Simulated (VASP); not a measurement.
GaN: single point with PBE

The system is GaN.

```
Ga N
1.0
     0.00000    2.13524    2.13524
     2.13524    0.00000    2.13524
     2.13524    2.13524    0.00000
Ga N
1 1
Direct
  0.00000 0.00000 0.00000
  0.50000 0.50000 0.50000
```

Measurements of this composition are mostly on another form, of space group No. 186.

```yaml
Program: VASP 6.6.1
Task: single point
Functional: PBE
Potentials_or_basis: VASP PAW PBE potentials, release 64 (Ga_d_GW, N_GW)
Cutoff: 500 eV
k_mesh: 6 × 6 × 6
Occupations: gaussian, width 0.02 eV
Spin: no spin polarisation
```

| Property | Result |
| --- | --- |
| Pressure | -0.8 GPa |
| Band gap on the k mesh | 0.38 eV, indirect (least direct gap 2.36 eV) |

Levels at points of the mesh, in eV from the valence-band top:
| k point | band 5 | band 6 | band 7 | band 8 | band 9 | band 10 | band 11 | band 12 | band 13 | band 14 |
| --- | --- | --- | --- | --- | --- | --- | --- | --- | --- | --- |
| (0.00, 0.00, 0.00) | -14.00 | -14.00 | -0.49 | -0.49 | -0.49 | 1.88 | 14.43 | 14.43 | 14.43 | 15.36 |
| (0.50, 0.00, 0.00) | -13.88 | -13.88 | -8.11 | -0.18 | -0.18 | 4.55 | 8.90 | 8.90 | 9.00 | 15.97 |
| (0.50, 0.50, 0.00) | -13.83 | -11.11 | -6.90 | -2.94 | -2.94 | 0.38 | 7.76 | 11.61 | 14.09 | 14.09 |

Wall time 5.6 s on 1 thread of Intel(R) Xeon(R) 6975P-C (Granite Rapids), on a shared host, peak memory 0.14 GiB.

Caveat: the k mesh is coarse (spacing up to 0.42 Å⁻¹), so the values aren't converged; the cutoff is under 1.25 times the usual one of these potentials, so pressure, stress and relaxed cells hold a basis-set (Pulay) error. A k mesh can miss the band edges.
